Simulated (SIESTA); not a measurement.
Crystal: PtSe2 (Sudovikovite).

```xyz
3
Lattice="3.7240 0.0000 0.0000 -1.8620 3.2251 0.0000 0.0000 0.0000 5.0620" Properties=species:S:1:pos:R:3 pbc="T T T"
Pt    0.0000    0.0000    0.0000
Se    1.8620    1.0750    3.7965
Se    0.0000    2.1501    1.2655
```

Base run:

* Program: SIESTA 5.4.2
* Functional: PBE
* Potentials or basis: PseudoDojo 0.4 standard (PBE files)
* Basis: TZP (energy shift 0.003 Ry; two zetas on semicore shells)
* Grid cutoff: 800 Ry
* Energy shift: 0.003 Ry
* k mesh: 8 × 8 × 5
* Occupations: fermi-dirac, width 0.05 eV
* Spin: no spin polarisation

Its results: band gap on the k mesh none (metal or under the smearing width); pressure 10.8 GPa; largest force 1.096 eV/Å.

Q: The run is repeated on the same cell with these changes: basis from TZP (energy shift 0.003 Ry; two zetas on semicore shells) to SZ (energy shift 0.003 Ry). What comes out?

A: Band gap on the k mesh none (metal or under the smearing width); pressure 21.5 GPa; largest force 2.533 eV/Å.

Caveats: short orbitals over semicore shells can move pressures by several GPa; spin-orbit coupling is left out, which moves the levels of the heavy elements; the basis of atomic orbitals isn't converged, which shifts pressures, moduli and gaps; forces of over 1 eV/Å show positions far from the minimum, so gaps and moduli don't describe the material at rest; the basis has no polarisation orbitals (some runs).
